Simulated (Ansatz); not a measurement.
# Titanium, diamond under BLYP: from relaxation to bulk modulus

What does BLYP give for titanium in the diamond structure? We relax it, solve it on a dense k-mesh, then scale the cell to 7 volumes from 88 to 112 % of the relaxed one and try a fit of the equation of state. Spin polarisation is left out. The k-meshes are 10×10×10 for the relaxation; 15×15×15 for the dense run; 11×11×11 for the volumes.

This is Ti in the diamond structure; at room conditions it is hcp.

Computed with Ansatz 0.2.0 (DFT BLYP, plane waves (420 eV) with PAW, scalar-relativistic; PBE-made PAW files, unless a step says otherwise).

**1. The structure to begin with**

The structure is cubic, space group Fd-3m (No. 227). Conventional cell: a = 5.756 Å, b = 5.756 Å, c = 5.756 Å, α = 90.00°, β = 90.00°, γ = 90.00°. Ti (site symmetry -43m) has 4 Ti at 2.49 Å as nearest neighbours.

Coordinates:

```
Ti
1.0
     0.00000    2.87802    2.87802
     2.87802    0.00000    2.87802
     2.87802    2.87802    0.00000
Ti
2
Direct
  0.12500 0.12500 0.12500
  0.87500 0.87500 0.87500
```

**2. Geometry optimisation**

input.yaml reads:

```yaml
crystal:
  lattice:
    - [0.0, 2.8780170575, 2.8780170575]
    - [2.8780170575, 0.0, 2.8780170575]
    - [2.8780170575, 2.8780170575, 0.0]
  atoms:
    - { symbol: Ti, position: [0.125, 0.125, 0.125] }
    - { symbol: Ti, position: [0.875, 0.875, 0.875] }
hamiltonian:
  xc: blyp
  pseudopotentials:
    kind: paw
    azcp:
      Ti: "pseudopotentials/Ti.paw.azcp"
basis:
  ecutwfc: 420
  fft_grid_basis: typed
kpoints:
  mp_grid: { grid: [10, 10, 10], shift: [0, 0, 0] }
magnetization:
  spin_polarized: false
scf:
  occupations: { method: fermi_dirac, width: 0.1 }
relax:
  max_steps: 60
  f_tol: 0.01
  cell: {}
```

Standard output, cut to the lines that bear on the results:

```text
Warning: RAYON_NUM_THREADS=2 ignored (pool sized by the plan → 2); use --threads N
[...]
Pseudopotentials: kind: paw
Pseudopotential: Ti, paw, valence charge 12, recommended cutoff 420 eV (normal), <dir>
Functional definition: BLYP
[...]
Crystal: 2 atoms, lattice volume = 47.677 Å³
Basis set: ecut = 420 eV, 941 PW (Γ), exchange–correlation on 60×60×60 points (8 copies of the dense FFT grid, shifted against one another)
Bands: 16, of which v1, the nominal top of the filled ones, is band 12 counted from 1 (11 counted from 0)
Symmetry: 48 space group operations
Space group: Fd-3m (ITA 227), of the structure as read, at distance tolerance 3.6e-5 Å
k-points: 47 of 1000
[...]
SCF iter   1: F=—  HF=-5007.871976 eV  |F-HF|=—  |Δ(HF+E_count)|=         —  Δρ=1.22e-2  dr2=1.06e-1  ethr=1.77e-3  ⟨swp⟩=4.0  Hψ=3086  notcnv=0
[...]
relax step   1: F+E_penalty+E_count = -5007.85562132 eV  Δ(F+E_penalty+E_count) = +0.000e0 eV  max|allowed force component| = 2.776e-17 eV/Å  Δτ_max = 0.0000 Å  P = +1.074 GPa  Ω = 47.677 Å³  (7 SCF iters, dr2 threshold 1.00e-7 eV, accepted)
[...]
relax step   3: F+E_penalty+E_count = -5007.86134462 eV  Δ(F+E_penalty+E_count) = -1.991e-3 eV  max|allowed force component| = 3.978e-16 eV/Å  Δτ_max = 0.0000 Å  P = +0.040 GPa  Ω = 49.429 Å³  energy of the carried Pulay correction = -1.719e-4 eV  (6 SCF iters, dr2 threshold 2.00e-7 eV, accepted)
[...]
relax step   4: F+E_penalty+E_count = -5007.86154679 eV  Δ(F+E_penalty+E_count) = -2.022e-4 eV  max|allowed force component| = 4.441e-16 eV/Å  Δτ_max = 0.0000 Å  P = +0.047 GPa  Ω = 49.429 Å³  stress off target by 4.74e-2 GPa  SCF on the basis re-selected at this cell (its energy is not [...]
SCF converged after 6 iterations
Free energy (F): -5007.861547 eV
[...]
E sigma→0 (E₀):  -5007.745172 eV
Entropy (-TS):   -0.232751 eV (-116.375 meV/atom)
Fermi energy:    8.739937 eV
[...]
--- Forces (eV/Å), atoms counted from 1 ---
  atom   1  Ti    -0.00000000    -0.00000000    -0.00000000
  atom   2  Ti     0.00000000     0.00000000     0.00000000
[...]
--- Stress (GPa, compression-positive) ---
        0.047414      -0.000000       0.000000
       -0.000000       0.047414      -0.000000
        0.000000      -0.000000       0.047414
  P = ⅓ Tr σ = 0.0474 GPa (0.474 kbar)
--- Band table (eV; the first three rows and the last of 47) ---
  k-point 0: bands = ["-47.7991", "-47.4059", "-24.3248", "-24.3248", "-24.3248", "-23.7208", "-23.7208", "-23.7208", "4.2609", "8.2388", "8.2388", "8.6228", "8.6228", "8.6228", "10.3075", "10.3075"]
[...]
--- Relaxed structure (3 steps of the walk, 3 accepted, 1 SCFs on fresh bases) ---
  F+E_penalty+E_count = -5007.86154679 eV   max|allowed force component| = 4.441e-16 eV/Å   (the final SCF, on the basis selected at the relaxed cell)
  cell:  # Å, volume = 49.4285 Å³
    - [-3.566760423026913e-34, 2.912834585854917, 2.912834585854917]
    - [2.912834585854917, 4.0762976263164716e-34, 2.912834585854917]
    - [2.912834585854917, 2.912834585854917, 1.019074406579118e-34]
  atoms:
    - { symbol: Ti, position: [0.12499999999999999, 0.12499999999999999, 0.12499999999999999] }
    - { symbol: Ti, position: [0.875, 0.875, 0.875] }
```

Run time: 4.7 s. Hardware: 2 threads of an Arm CPU, shared host; peak memory 0.37 GiB.

Relaxation path:

```
step  energy change (meV/atom)  largest force (eV/Å)  pressure (GPa)  volume (Å³/atom)
   1                      0.00                0.0000            1.07            23.839
   2                     -1.87                0.0000            0.62            24.199
   3                     -2.86                0.0000            0.04            24.714
   4                     -2.96                0.0000            0.05            24.714
```

Steps that repeat a cell are solved on a basis chosen anew, so their changes of energy are no gain of the relaxation.

Changes in the cell that was computed:

|  | before | after | change |
| --- | --- | --- | --- |
| a (Å) | 4.070 | 4.119 | +1.2 % |
| b (Å) | 4.070 | 4.119 | +1.2 % |
| c (Å) | 4.070 | 4.119 | +1.2 % |
| volume (Å³/atom) | 23.839 | 24.714 | +3.7 % |
| shortest distance (Å) | 2.492 | 2.523 | +1.2 % |
| space group (spins left aside) | Fd-3m | Fd-3m | same |

**3. Dense single point**

input.yaml reads:

```yaml
crystal:
  lattice:
    - [0.0, 2.9128345859, 2.9128345859]
    - [2.9128345859, 0.0, 2.9128345859]
    - [2.9128345859, 2.9128345859, 0.0]
  atoms:
    - { symbol: Ti, position: [0.125, 0.125, 0.125] }
    - { symbol: Ti, position: [0.875, 0.875, 0.875] }
hamiltonian:
  xc: blyp
  pseudopotentials:
    kind: paw
    azcp:
      Ti: "pseudopotentials/Ti.paw.azcp"
basis:
  ecutwfc: 420
  fft_grid_basis: typed
kpoints:
  mp_grid: { grid: [15, 15, 15], shift: [0, 0, 0] }
magnetization:
  spin_polarized: false
scf:
  occupations: { method: fermi_dirac, width: 0.1 }
```

Standard output, cut to the lines that bear on the results:

```text
Warning: RAYON_NUM_THREADS=2 ignored (pool sized by the plan → 2); use --threads N
[...]
[... 3 set-up lines as earlier in the session ...]
[...]
Crystal: 2 atoms, lattice volume = 49.429 Å³
Basis set: ecut = 420 eV, 941 PW (Γ), exchange–correlation on 60×60×60 points (8 copies of the dense FFT grid, shifted against one another)
Bands: 16, of which v1, the nominal top of the filled ones, is band 12 counted from 1 (11 counted from 0)
[... 1 set-up line as earlier in the session ...]
Space group: Fd-3m (ITA 227), of the structure as read, at distance tolerance 3.7e-5 Å
k-points: 120 of 3375
[...]
SCF iter   1: F=—  HF=-5007.880168 eV  |F-HF|=—  |Δ(HF+E_count)|=         —  Δρ=1.24e-2  dr2=1.18e-1  ethr=1.77e-3  ⟨swp⟩=4.0  Hψ=7935  notcnv=0
[...]
SCF iter   7: F=-5007.860980 eV  HF=-5007.860980 eV  |F-HF|=2.77e-8  |Δ(HF+E_count)|=   9.38e-7  Δρ=4.34e-6  dr2=5.86e-9  ethr=4.17e-10  ⟨swp⟩=3.0  Hψ=4130  notcnv=0
[...]
SCF converged after 7 iterations
Free energy (F): -5007.860980 eV
[...]
E sigma→0 (E₀):  -5007.744111 eV
Entropy (-TS):   -0.233738 eV (-116.869 meV/atom)
Fermi energy:    8.739271 eV
[...]
```

Run time: 2.2 s. Hardware: 2 threads of an Arm CPU, shared host; peak memory 0.38 GiB.

**4. Equation of state: 88 %**

input.yaml reads:

```yaml
crystal:
  lattice:
    - [0.0, 2.791322695, 2.791322695]
    - [2.791322695, 0.0, 2.791322695]
    - [2.791322695, 2.791322695, 0.0]
  atoms:
    - { symbol: Ti, position: [0.125, 0.125, 0.125] }
    - { symbol: Ti, position: [0.875, 0.875, 0.875] }
hamiltonian:
  xc: blyp
  pseudopotentials:
    kind: paw
    azcp:
      Ti: "pseudopotentials/Ti.paw.azcp"
basis:
  ecutwfc: 420
  fft_grid_basis: typed
kpoints:
  mp_grid: { grid: [11, 11, 11], shift: [0, 0, 0] }
magnetization:
  spin_polarized: false
scf:
  occupations: { method: fermi_dirac, width: 0.1 }
  lower_state_search: "off"
output:
  stress: true
```

Standard output, cut to the lines that bear on the results:

```text
Warning: RAYON_NUM_THREADS=2 ignored (pool sized by the plan → 2); use --threads N
[...]
[... 3 set-up lines as earlier in the session ...]
[...]
Crystal: 2 atoms, lattice volume = 43.497 Å³
Basis set: ecut = 420 eV, 869 PW (Γ), exchange–correlation on 54×54×54 points (8 copies of the dense FFT grid, shifted against one another)
Bands: 16, of which v1, the nominal top of the filled ones, is band 12 counted from 1 (11 counted from 0)
[... 1 set-up line as earlier in the session ...]
Space group: Fd-3m (ITA 227), of the structure as read, at distance tolerance 3.5e-5 Å
k-points: 56 of 1331
[...]
SCF iter   1: F=—  HF=-5007.796043 eV  |F-HF|=—  |Δ(HF+E_count)|=         —  Δρ=1.20e-2  dr2=8.13e-2  ethr=1.77e-3  ⟨swp⟩=4.1  Hψ=3672  notcnv=0
[...]
SCF iter   7: F=-5007.786305 eV  HF=-5007.786305 eV  |F-HF|=1.66e-8  |Δ(HF+E_count)|=   5.60e-7  Δρ=3.82e-6  dr2=4.06e-9  ethr=4.17e-10  ⟨swp⟩=4.0  Hψ=2847  notcnv=0
[...]
SCF converged after 7 iterations
Free energy (F): -5007.786305 eV
[...]
E sigma→0 (E₀):  -5007.686906 eV
Entropy (-TS):   -0.198796 eV (-99.398 meV/atom)
Fermi energy:    10.290361 eV
[...]
--- Stress (GPa, compression-positive) ---
        4.377381       0.000000       0.000000
       -0.000000       4.377381      -0.000000
        0.000000       0.000000       4.377381
  P = ⅓ Tr σ = 4.3774 GPa (43.774 kbar)
```

Wall time 1.3 s (2 threads of an Arm CPU, shared host); peak memory 0.35 GiB.

**5. Equation of state: 92 %**

Changes to input.yaml since step 4:

```diff
@@ -2,5 +2,5 @@
   lattice:
-    - [0.0, 2.791322695, 2.791322695]
-    - [2.791322695, 0.0, 2.791322695]
-    - [2.791322695, 2.791322695, 0.0]
+    - [0.0, 2.8329903708, 2.8329903708]
+    - [2.8329903708, 0.0, 2.8329903708]
+    - [2.8329903708, 2.8329903708, 0.0]
   atoms:
```

Standard output, cut to the lines that bear on the results:

```text
Warning: RAYON_NUM_THREADS=2 ignored (pool sized by the plan → 2); use --threads N
[...]
[... 3 set-up lines as earlier in the session ...]
[...]
Crystal: 2 atoms, lattice volume = 45.474 Å³
Basis set: ecut = 420 eV, 893 PW (Γ), exchange–correlation on 54×54×54 points (8 copies of the dense FFT grid, shifted against one another)
Bands: 16, of which v1, the nominal top of the filled ones, is band 12 counted from 1 (11 counted from 0)
[... 2 set-up lines as earlier in the session ...]
k-points: 56 of 1331
[...]
SCF iter   1: F=—  HF=-5007.842149 eV  |F-HF|=—  |Δ(HF+E_count)|=         —  Δρ=1.20e-2  dr2=9.21e-2  ethr=1.77e-3  ⟨swp⟩=4.0  Hψ=3705  notcnv=0
[...]
SCF iter   7: F=-5007.829530 eV  HF=-5007.829529 eV  |F-HF|=1.84e-8  |Δ(HF+E_count)|=   6.76e-7  Δρ=3.94e-6  dr2=4.53e-9  ethr=4.17e-10  ⟨swp⟩=4.0  Hψ=2854  notcnv=0
[...]
SCF converged after 7 iterations
Free energy (F): -5007.829530 eV
[...]
E sigma→0 (E₀):  -5007.725493 eV
Entropy (-TS):   -0.208073 eV (-104.037 meV/atom)
Fermi energy:    9.728784 eV
[...]
--- Stress (GPa, compression-positive) ---
        2.670527      -0.000000       0.000000
       -0.000000       2.670527      -0.000000
        0.000000       0.000000       2.670527
  P = ⅓ Tr σ = 2.6705 GPa (26.705 kbar)
```

Wall time 1.3 s (2 threads of an Arm CPU, shared host); peak memory 0.35 GiB.

**6. Equation of state: 96 %**

Changes to input.yaml since step 5:

```diff
@@ -2,5 +2,5 @@
   lattice:
-    - [0.0, 2.8329903708, 2.8329903708]
-    - [2.8329903708, 0.0, 2.8329903708]
-    - [2.8329903708, 2.8329903708, 0.0]
+    - [0.0, 2.8734671305, 2.8734671305]
+    - [2.8734671305, 0.0, 2.8734671305]
+    - [2.8734671305, 2.8734671305, 0.0]
   atoms:
```

Standard output, cut to the lines that bear on the results:

```text
Warning: RAYON_NUM_THREADS=2 ignored (pool sized by the plan → 2); use --threads N
[...]
[... 3 set-up lines as earlier in the session ...]
[...]
Crystal: 2 atoms, lattice volume = 47.451 Å³
Basis set: ecut = 420 eV, 941 PW (Γ), exchange–correlation on 60×60×60 points (8 copies of the dense FFT grid, shifted against one another)
Bands: 16, of which v1, the nominal top of the filled ones, is band 12 counted from 1 (11 counted from 0)
[... 2 set-up lines as earlier in the session ...]
k-points: 56 of 1331
[...]
SCF iter   1: F=—  HF=-5007.869245 eV  |F-HF|=—  |Δ(HF+E_count)|=         —  Δρ=1.22e-2  dr2=1.05e-1  ethr=1.77e-3  ⟨swp⟩=4.0  Hψ=3696  notcnv=0
[...]
SCF iter   7: F=-5007.853265 eV  HF=-5007.853265 eV  |F-HF|=2.34e-8  |Δ(HF+E_count)|=   8.05e-7  Δρ=4.21e-6  dr2=5.47e-9  ethr=4.17e-10  ⟨swp⟩=4.0  Hψ=2866  notcnv=0
[...]
SCF converged after 7 iterations
Free energy (F): -5007.853265 eV
[...]
E sigma→0 (E₀):  -5007.743296 eV
Entropy (-TS):   -0.219938 eV (-109.969 meV/atom)
Fermi energy:    9.214865 eV
[...]
--- Stress (GPa, compression-positive) ---
        1.223474      -0.000000      -0.000000
        0.000000       1.223474       0.000000
        0.000000      -0.000000       1.223474
  P = ⅓ Tr σ = 1.2235 GPa (12.235 kbar)
```

It took 1.3 s on 2 threads of an Arm CPU, shared host; peak memory 0.36 GiB.

**7. Equation of state: 100 %**

Changes to input.yaml since step 6:

```diff
@@ -2,5 +2,5 @@
   lattice:
-    - [0.0, 2.8734671305, 2.8734671305]
-    - [2.8734671305, 0.0, 2.8734671305]
-    - [2.8734671305, 2.8734671305, 0.0]
+    - [0.0, 2.9128345859, 2.9128345859]
+    - [2.9128345859, 0.0, 2.9128345859]
+    - [2.9128345859, 2.9128345859, 0.0]
   atoms:
```

Standard output, cut to the lines that bear on the results:

```text
Warning: RAYON_NUM_THREADS=2 ignored (pool sized by the plan → 2); use --threads N
[...]
[... 3 set-up lines as earlier in the session ...]
[...]
Crystal: 2 atoms, lattice volume = 49.429 Å³
Basis set: ecut = 420 eV, 941 PW (Γ), exchange–correlation on 60×60×60 points (8 copies of the dense FFT grid, shifted against one another)
Bands: 16, of which v1, the nominal top of the filled ones, is band 12 counted from 1 (11 counted from 0)
[... 2 set-up lines as earlier in the session ...]
k-points: 56 of 1331
[...]
SCF iter   1: F=—  HF=-5007.880223 eV  |F-HF|=—  |Δ(HF+E_count)|=         —  Δρ=1.24e-2  dr2=1.18e-1  ethr=1.77e-3  ⟨swp⟩=4.0  Hψ=3736  notcnv=0
[...]
SCF iter   7: F=-5007.860862 eV  HF=-5007.860862 eV  |F-HF|=2.81e-8  |Δ(HF+E_count)|=   9.54e-7  Δρ=4.31e-6  dr2=5.83e-9  ethr=4.17e-10  ⟨swp⟩=4.1  Hψ=2877  notcnv=0
[...]
SCF converged after 7 iterations
Free energy (F): -5007.860862 eV
[...]
E sigma→0 (E₀):  -5007.743738 eV
Entropy (-TS):   -0.234249 eV (-117.124 meV/atom)
Fermi energy:    8.739879 eV
[...]
--- Stress (GPa, compression-positive) ---
        0.054332       0.000000      -0.000000
        0.000000       0.054332       0.000000
       -0.000000       0.000000       0.054332
  P = ⅓ Tr σ = 0.0543 GPa (0.543 kbar)
```

It took 1.4 s on 2 threads of an Arm CPU, shared host; peak memory 0.36 GiB.

**8. Equation of state: 104 %**

Changes to input.yaml since step 7:

```diff
@@ -2,5 +2,5 @@
   lattice:
-    - [0.0, 2.9128345859, 2.9128345859]
-    - [2.9128345859, 0.0, 2.9128345859]
-    - [2.9128345859, 2.9128345859, 0.0]
+    - [0.0, 2.9511657524, 2.9511657524]
+    - [2.9511657524, 0.0, 2.9511657524]
+    - [2.9511657524, 2.9511657524, 0.0]
   atoms:
```

Standard output, cut to the lines that bear on the results:

```text
Warning: RAYON_NUM_THREADS=2 ignored (pool sized by the plan → 2); use --threads N
[...]
[... 3 set-up lines as earlier in the session ...]
[...]
Crystal: 2 atoms, lattice volume = 51.406 Å³
Basis set: ecut = 420 eV, 965 PW (Γ), exchange–correlation on 60×60×60 points (8 copies of the dense FFT grid, shifted against one another)
Bands: 16, of which v1, the nominal top of the filled ones, is band 12 counted from 1 (11 counted from 0)
[... 2 set-up lines as earlier in the session ...]
k-points: 56 of 1331
[...]
SCF iter   1: F=—  HF=-5007.878339 eV  |F-HF|=—  |Δ(HF+E_count)|=         —  Δρ=1.27e-2  dr2=1.32e-1  ethr=1.77e-3  ⟨swp⟩=4.1  Hψ=3743  notcnv=0
[...]
SCF iter   7: F=-5007.855602 eV  HF=-5007.855602 eV  |F-HF|=3.34e-8  |Δ(HF+E_count)|=   1.08e-6  Δρ=4.44e-6  dr2=6.47e-9  ethr=4.17e-10  ⟨swp⟩=4.1  Hψ=2888  notcnv=0
[...]
SCF converged after 7 iterations
Free energy (F): -5007.855602 eV
[...]
E sigma→0 (E₀):  -5007.730887 eV
Entropy (-TS):   -0.249431 eV (-124.715 meV/atom)
Fermi energy:    8.298252 eV
[...]
--- Stress (GPa, compression-positive) ---
       -0.869361      -0.000000      -0.000000
       -0.000000      -0.869361       0.000000
       -0.000000       0.000000      -0.869361
  P = ⅓ Tr σ = -0.8694 GPa (-8.694 kbar)
```

It took 1.4 s on 2 threads of an Arm CPU, shared host; peak memory 0.36 GiB.

**9. Equation of state: 108 %**

Changes to input.yaml since step 8:

```diff
@@ -2,5 +2,5 @@
   lattice:
-    - [0.0, 2.9511657524, 2.9511657524]
-    - [2.9511657524, 0.0, 2.9511657524]
-    - [2.9511657524, 2.9511657524, 0.0]
+    - [0.0, 2.9885262471, 2.9885262471]
+    - [2.9885262471, 0.0, 2.9885262471]
+    - [2.9885262471, 2.9885262471, 0.0]
   atoms:
```

Standard output, cut to the lines that bear on the results:

```text
Warning: RAYON_NUM_THREADS=2 ignored (pool sized by the plan → 2); use --threads N
[...]
[... 3 set-up lines as earlier in the session ...]
[...]
Crystal: 2 atoms, lattice volume = 53.383 Å³
Basis set: ecut = 420 eV, 1037 PW (Γ), exchange–correlation on 60×60×60 points (8 copies of the dense FFT grid, shifted against one another)
Bands: 16, of which v1, the nominal top of the filled ones, is band 12 counted from 1 (11 counted from 0)
[... 1 set-up line as earlier in the session ...]
Space group: Fd-3m (ITA 227), of the structure as read, at distance tolerance 3.8e-5 Å
k-points: 56 of 1331
[...]
SCF iter   1: F=—  HF=-5007.866205 eV  |F-HF|=—  |Δ(HF+E_count)|=         —  Δρ=1.29e-2  dr2=1.46e-1  ethr=1.77e-3  ⟨swp⟩=4.1  Hψ=3818  notcnv=0
[...]
SCF iter   7: F=-5007.840171 eV  HF=-5007.840171 eV  |F-HF|=4.11e-8  |Δ(HF+E_count)|=   1.20e-6  Δρ=4.55e-6  dr2=7.39e-9  ethr=4.17e-10  ⟨swp⟩=4.1  Hψ=2898  notcnv=0
[...]
SCF converged after 7 iterations
Free energy (F): -5007.840171 eV
[...]
E sigma→0 (E₀):  -5007.708029 eV
Entropy (-TS):   -0.264283 eV (-132.142 meV/atom)
Fermi energy:    7.886798 eV
[...]
--- Stress (GPa, compression-positive) ---
       -1.603547      -0.000000      -0.000000
       -0.000000      -1.603547       0.000000
        0.000000       0.000000      -1.603547
  P = ⅓ Tr σ = -1.6035 GPa (-16.035 kbar)
```

Run time: 1.5 s. Hardware: 2 threads of an Arm CPU, shared host; peak memory 0.36 GiB.

**10. Equation of state: 112 %**

Changes to input.yaml since step 9:

```diff
@@ -2,5 +2,5 @@
   lattice:
-    - [0.0, 2.9885262471, 2.9885262471]
-    - [2.9885262471, 0.0, 2.9885262471]
-    - [2.9885262471, 2.9885262471, 0.0]
+    - [0.0, 3.0249752813, 3.0249752813]
+    - [3.0249752813, 0.0, 3.0249752813]
+    - [3.0249752813, 3.0249752813, 0.0]
   atoms:
```

Standard output, cut to the lines that bear on the results:

```text
Warning: RAYON_NUM_THREADS=2 ignored (pool sized by the plan → 2); use --threads N
[...]
[... 3 set-up lines as earlier in the session ...]
[...]
Crystal: 2 atoms, lattice volume = 55.360 Å³
Basis set: ecut = 420 eV, 1067 PW (Γ), exchange–correlation on 60×60×60 points (8 copies of the dense FFT grid, shifted against one another)
Bands: 16, of which v1, the nominal top of the filled ones, is band 12 counted from 1 (11 counted from 0)
[... 2 set-up lines as earlier in the session ...]
k-points: 56 of 1331
[...]
SCF iter   1: F=—  HF=-5007.846095 eV  |F-HF|=—  |Δ(HF+E_count)|=         —  Δρ=1.32e-2  dr2=1.61e-1  ethr=1.77e-3  ⟨swp⟩=4.1  Hψ=3815  notcnv=0
[...]
SCF iter   7: F=-5007.816597 eV  HF=-5007.816597 eV  |F-HF|=5.01e-8  |Δ(HF+E_count)|=   1.35e-6  Δρ=4.86e-6  dr2=8.88e-9  ethr=4.17e-10  ⟨swp⟩=4.1  Hψ=2913  notcnv=0
[...]
SCF converged after 7 iterations
Free energy (F): -5007.816597 eV
[...]
E sigma→0 (E₀):  -5007.677522 eV
Entropy (-TS):   -0.278149 eV (-139.074 meV/atom)
Fermi energy:    7.503143 eV
[...]
--- Stress (GPa, compression-positive) ---
       -2.195589       0.000000       0.000000
        0.000000      -2.195589      -0.000000
       -0.000000       0.000000      -2.195589
  P = ⅓ Tr σ = -2.1956 GPa (-21.956 kbar)
```

Run time: 1.5 s. Hardware: 2 threads of an Arm CPU, shared host; peak memory 0.36 GiB.

**11. Energy and pressure against volume**

All volumes keep the relaxed shape and fractional coordinates.

```
V (Å³/atom)  E − E₀ (meV/atom)  P from the stress (GPa)  P from the fit (GPa)
     21.749               29.1                     4.38                  4.19
     22.737                9.9                     2.67                  2.21
     23.726                1.0                     1.22                  0.67
     24.714                0.7                     0.05                 -0.54
     25.703                7.2                    -0.87                 -1.47
     26.691               18.6                    -1.60                 -2.20
     27.680               33.8                    -2.20                 -2.76
```

Fit (Birch-Murnaghan, third order): V₀ = 24.243 Å³/atom, B₀ = 29 GPa, B₀′ = 5.1, largest residual 0.14 meV/atom.

The fit is made to E(σ → 0), while the stress belongs to the free energy F; that is one source of the offset between the two pressures.

**12. Results**

| quantity | value |
| --- | --- |
| space group (spins left aside) | Fd-3m (No. 227) |
| conventional cell | a = 5.826 Å |
| volume | 24.714 Å³/atom |
| shortest distance | 2.523 Å |
| gap on the mesh | none (levels filled in part) |
| relative to hcp | +2023 meV/atom |
| V₀, B₀, B₀′ | 24.243 Å³/atom, 29 GPa, 5.1 |

What this shows: The relaxation enlarged the cell by 3.7 % in volume. Against the reference form of titanium (hcp, computed apart with the same settings) it stands 2023 meV/atom higher. Levels at the Fermi energy are filled in part, as in a metal. B₀ comes out at 29 GPa. The symmetry was held, so the structure may be unstable against distortions that break it.
